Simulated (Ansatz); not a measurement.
A run of Ansatz 0.2.0 is set up as follows.

The input input.yaml:

```yaml
crystal:
  lattice:
    - [3.5432, 0.0, 0.0]
    - [-1.7716, 3.0685012107, 0.0]
    - [0.0, 0.0, 5.0388]
  atoms:
    - { symbol: Pt, position: [0.0, 0.0, 0.0] }
    - { symbol: S, position: [0.6666666667, 0.3333333333, 0.773] }
    - { symbol: S, position: [0.3333333333, 0.6666666667, 0.227] }
hamiltonian:
  xc: pbesol
  pseudopotentials: { kind: paw }
  dispersion: d3bj
kpoints:
  mp_grid: { grid: [9, 9, 5] }
scf:
  occupations: { method: fermi_dirac, width: 0.05 }
output:
  forces: true
  stress: true
relax:
  f_tol: 0.01
  max_steps: 40
  cell: { stress_tol: 0.05 }
```

Potentials or basis: Ansatz PAW.

Launch:

```console
$ ansatz run input.yaml --threads 2 --pin off --max-ram 5632MiB --backend cpu --events-out ev --progress --plain --runs-dir out
```

Problem. What does it give for the relaxed volume?

Solution. 16.07 Å³/atom.

Problem. Estimate the relaxed cell.

Solution. a = 3.559 Å, b = 3.559 Å, c = 4.395 Å, α = 90.00°, β = 90.00°, γ = 120.00°.

Problem. What does it give for the space group after relaxing (to 0.05 Å)?

Solution. P-3m1 (No. 164).

Step by step:
```csv
step,energy change (eV),largest force (eV/Å),volume (Å³)
1,0.0000,0.9634,54.78
2,-0.1252,0.0792,50.76
3,-0.1755,0.1064,49.11
4,-0.1822,0.1193,47.33
5,-0.1878,0.0169,48.51
6,-0.1882,0.0210,48.15
7,-0.1883,0.0004,48.20
8,-0.1873,0.0003,48.20
```

Caveat: the plane-wave basis is chosen anew once the cell has moved, so the energies of steps on either side of that aren't comparable; the volume moved by -12 % from the deposited cell, more than functionals usually miss; the PAW data sets come from PBE, with cores solved anew for the run's functional, which leaves a small shift of forces and pressure. The run has no spin-orbit coupling, so splittings on Pt are missing.
